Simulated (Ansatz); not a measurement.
## Cu2O under strain — quadrupolar parameters

The cell is a structure deposited in the COD, relaxed with PBE at fixed cell and then changed (z stretched by 1 %, ions relaxed).

```
CELL_PARAMETERS angstrom
4.26850 0.00000 0.00000
0.00000 4.26850 0.00000
0.00000 0.00000 4.31119
ATOMIC_POSITIONS crystal
Cu 0.25000 0.25000 0.25000
Cu 0.25000 0.75000 0.75000
Cu 0.75000 0.75000 0.25000
Cu 0.75000 0.25000 0.75000
O 0.00000 0.00000 0.00000
O 0.50000 0.50000 0.50000
```

Atoms are numbered from 1 in the order listed; like atoms form one site, named after its first atom.

All values are calculated (Ansatz; DFT, PBE, plane waves and PAW, scalar-relativistic, 420 eV cutoff, Γ-centred 7×7×7 k-points, Fermi–Dirac smearing 0.02 eV), not measured.

C_Q = eQV_zz/h, which is 24.18 MHz for Q = 1 b and V_zz = 10²¹ V/m²; η = (V_xx − V_yy)/V_zz.

63Cu: I = 3/2, Q = -220.0 mb; ¹⁷O: I = 5/2, Q = -25.58 mb. Quadrupole moments are those of Pyykkö's year-2017 table.

| site | atoms (order as listed) | first shell | V_xx, V_yy, V_zz (10²¹ V/m²) | η | C_Q (MHz) |
| --- | --- | --- | --- | --- | --- |
| Cu | 1, 2, 3, 4 | 2 O at 1.85 Å, angle 180° | 2.48, 2.54, -5.01 | 0.01 | 26.7 |
| O | 5, 6 | 4 Cu at 1.85 Å | -0.055, -0.055, 0.11 | 0.00 | -0.069 |

An axis of threefold or higher order runs through O, so V_zz lies along it and η is zero. At Cu V_zz points along the line of its two bonds (within 1°).

Semilocal functionals underestimate gradients at Cu(I) with two or three neighbours, in Cu₂O by a fifth to nearly a half. With a gap of 0.5 eV on this mesh, small gradients can still move by 0.1 × 10²¹ V/m² or more as the k-mesh gets denser.

The relaxation (1 step) took 8.7 s of wall time (8.6 s of CPU time) and 0.48 GiB at its peak, on 1 thread of Intel Xeon 6975P-C (Granite Rapids) (x86_64; 16 cores open to the job, memory cap 3.0 GiB, no GPU), a shared host with a load of 0.5 a core.
